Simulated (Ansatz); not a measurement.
Write the native input for Ansatz 0.2.0 that does the following.

| Quantity | Value |
| --- | --- |
| Task | relaxation of cell and atoms |
| Functional | BLYP |
| Dispersion | D3(BJ) |
| Potentials or basis | Ansatz PAW |
| Cutoff | 420 eV (not typed: the program's choice for these potentials) |
| k mesh | 8 × 8 × 8 |
| Occupations | fermi-dirac, width 0.05 eV |
| Spin | no spin polarisation |

BeTe:

```
Te Be
1.0
     0.00000    2.77000    2.77000
     2.77000    0.00000    2.77000
     2.77000    2.77000    0.00000
Te Be
1 1
Direct
  0.75000 0.75000 0.75000
  0.00000 0.00000 0.00000
```

The input as run:

input.yaml

```yaml
crystal:
  lattice:
    - [0.0, 2.77, 2.77]
    - [2.77, 0.0, 2.77]
    - [2.77, 2.77, 0.0]
  atoms:
    - { symbol: Te, position: [0.75, 0.75, 0.75] }
    - { symbol: Be, position: [0.0, 0.0, 0.0] }
hamiltonian:
  xc: blyp
  pseudopotentials: { kind: paw }
  dispersion: d3bj
kpoints:
  mp_grid: { grid: [8, 8, 8] }
scf:
  occupations: { method: fermi_dirac, width: 0.05 }
output:
  forces: true
  stress: true
relax:
  f_tol: 0.01
  max_steps: 40
  cell: { stress_tol: 0.05 }
```

Potentials or basis: Ansatz PAW.

The run is started by

```bash
$ ansatz run input.yaml --threads 2 --pin off --max-ram 5632MiB --backend cpu --events-out ev --progress --plain --runs-dir out
```

It gave:

```yaml
Relaxed_volume: 21.46 Å³/atom
Relaxed_cell: a = 3.930 Å, b = 3.930 Å, c = 3.930 Å, α = 60.00°, β = 60.00°, γ = 60.00°
Space_group_after_relaxing_to_0.05_Å: F-43m (No. 216)
Energy_gained_by_relaxing: 0.4 meV/atom
Ionic_steps: 4
Pressure_after_relaxing: 0.0 GPa
Band_gap_on_the_k_mesh: 2.16 eV
```

Caveat: the plane-wave basis is chosen anew once the cell has moved, so the energies of steps on either side of that aren't comparable; spin-orbit coupling is left out, which moves the levels of the heavy elements; the PAW data sets come from PBE, with cores solved anew for the run's functional, which leaves a small shift of forces and pressure.

Wall time 6.3 s on 2 threads of Intel(R) Xeon(R) Processor @ 2.50GHz (Skylake/Cascade Lake), with other jobs on the host, peak memory 0.35 GiB.
